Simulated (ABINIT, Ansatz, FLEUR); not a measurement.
Cost and result for the band gap of Bi2Se3

```xyz
5
Lattice="2.0715 1.1960 9.5453 -2.0715 1.1960 9.5453 0.0000 -2.3920 9.5453" Properties=species:S:1:pos:R:3 pbc="T T T"
Bi    0.0000    0.0000   17.1587
Bi    0.0000    0.0000   11.4773
Se    0.0000    0.0000   22.5738
Se    0.0000    0.0000    6.0622
Se    0.0000    0.0000    0.0000
```

```tsv
rung	level	program and potentials	cutoff (eV)	k mesh	smearing	task	spin	core time	chip	band gap (eV)	notes
GGA	PBE	Ansatz, Ansatz PAW	420	6 × 6 × 6	fermi-dirac 0.05	single point	off	11 s	Arm Neoverse V1	0.22	15.6 valence electrons an atom on average
G0W0	G0W0 on PBE	Ansatz, Ansatz PAW	420	4 × 4 × 4	fixed	G0W0 quasiparticle levels	off	79 s	AMD EPYC 7R13 Zen 3	0.48	coarse mesh; bands, basis or mesh of the many-body step not converged; 15.6 valence electrons an atom on average; response cutoff 170 eV, empty bands 714
GGA	revPBE	Ansatz, Ansatz PAW	420	8 × 8 × 8	fermi-dirac 0.05	projected density of states	off	93 s	Arm Neoverse V1	0.27	potentials made for PBE, which Ansatz adapts in part; 15.6 valence electrons an atom on average
GGA	BLYP	Ansatz, Ansatz PAW	420	8 × 8 × 8	fermi-dirac 0.05	projected density of states	off	94 s	Arm Neoverse V1	0.27	potentials made for PBE, which Ansatz adapts in part; 15.6 valence electrons an atom on average
LDA	LDA	Ansatz, Ansatz PAW	420	8 × 8 × 8	fermi-dirac 0.05	projected density of states	off	94 s	Arm Neoverse V1	0.09	potentials made for PBE, which Ansatz adapts in part; 15.6 valence electrons an atom on average
GGA	PBEsol	Ansatz, Ansatz PAW	420	8 × 8 × 8	fermi-dirac 0.05	projected density of states	off	94 s	Arm Neoverse V1	0.14	potentials made for PBE, which Ansatz adapts in part; 15.6 valence electrons an atom on average
GGA	RPBE	Ansatz, Ansatz PAW	420	8 × 8 × 8	fermi-dirac 0.05	projected density of states	off	95 s	Arm Neoverse V1	0.29	potentials made for PBE, which Ansatz adapts in part; 15.6 valence electrons an atom on average
hybrid	B3LYP5	Ansatz, Ansatz PAW	420	4 × 4 × 4	fermi-dirac 0.05	single point	off	2.1 min	Intel Xeon Platinum 8559C Emerald Rapids	1.04	coarse mesh; potentials made for PBE, which Ansatz adapts in part; 15.6 valence electrons an atom on average
meta-GGA	r2SCAN	Ansatz, Ansatz PAW	500	8 × 8 × 8	fermi-dirac 0.05	projected density of states	off	3.1 min	Arm Neoverse V1	0.49	potentials made for PBE, which Ansatz adapts in part; 15.6 valence electrons an atom on average
GGA	PBEsol	Ansatz, Ansatz PAW	420	8 × 8 × 8	fermi-dirac 0.05	band structure	SOC, no magnetisation	5.4 min	Intel Xeon 6975P-C Granite Rapids	0.26	potentials made for PBE, which Ansatz adapts in part; 15.6 valence electrons an atom on average
GGA	PBE	Ansatz, Ansatz PAW	420	8 × 8 × 8	fermi-dirac 0.05	band structure	SOC, no magnetisation	8.6 min	Arm Neoverse V2	0.27	15.6 valence electrons an atom on average
meta-GGA	r2SCAN	Ansatz, Ansatz PAW	500	6 × 6 × 6	fermi-dirac 0.05	band structure	SOC, no magnetisation	19 min	Arm Neoverse V2	0.21	potentials made for PBE, which Ansatz adapts in part; 15.6 valence electrons an atom on average
GGA	PBEsol	FLEUR, all-electron, FLAPW	-	8 × 8 × 8	fermi-dirac 0.05	band structure	off	24 min	Intel Xeon Platinum 8559C Emerald Rapids	0.14	-
GGA	WC	FLEUR, all-electron, FLAPW	-	8 × 8 × 8	fermi-dirac 0.05	band structure	off	27 min	Arm Neoverse V2	0.13	-
GGA	PBEsol	ABINIT, JTH PAW PBE v2.0	599	8 × 8 × 8	fermi-dirac 0.05	single point	off	28 min	Arm Neoverse V1	0.14	potentials made for PBE; 9.6 valence electrons an atom on average
```

Times are single runs on shared hosts and different chips, so they are rough; meshes, cutoffs and the tasks' sizes weigh on the time. Gaps are the least found on the k mesh or the band path, and a mesh can miss the band edges. Smearing widths are in eV. The cell comes from a database and isn't always the measured one. Meshes differ between rows, which moves values too. All levels ran on this one cell, unrelaxed unless noted. Meshes are those of the run's cell of 5 atoms unless a note names another. Runs on faulty files, with rough fits or with known faults for this quantity aren't shown.

By rung: LDA 0.09; GGA 0.13 to 0.29; GGA with SOC 0.26 to 0.27; meta-GGA 0.49; meta-GGA with SOC 0.21; hybrid on coarse meshes 1.04; G0W0 on coarse settings 0.48 (eV).
